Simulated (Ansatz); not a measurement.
GeO$_{2}$ (rutile, space group No. 136), plane-wave PAW r²SCAN (Ansatz code), all energies at zero smearing, with the estimated change up to a 700 eV cutoff added, with one set of potentials and settings (totals compare only within such a set). Cell of 6 atoms (2 Ge, 4 O): -10880.672 eV.

```csv
element,reference phase,E (eV/atom)
Ge,"Fd-3m, 2 atoms in the cell",-4302.9041
O,"C2/m, 4 atoms in the cell, spin-polarised",-566.0281
```

Formation energy per atom, worked out: (-10880.672 − 2×(-4302.9041) − 4×(-566.0281))/6 = -1.792 eV/atom (-173 kJ per mol of atoms), at 0 K, without zero-point energy or fitted corrections.

Space group P4_2/mnm (rutile). The r²SCAN relaxation kept the symmetry of its start; phonons on a q-mesh show no instability. The references are the lowest solids computed at this level, not always the standard phases (solids in place of the gases).

Potentials: the later of the program's two PAW sets.
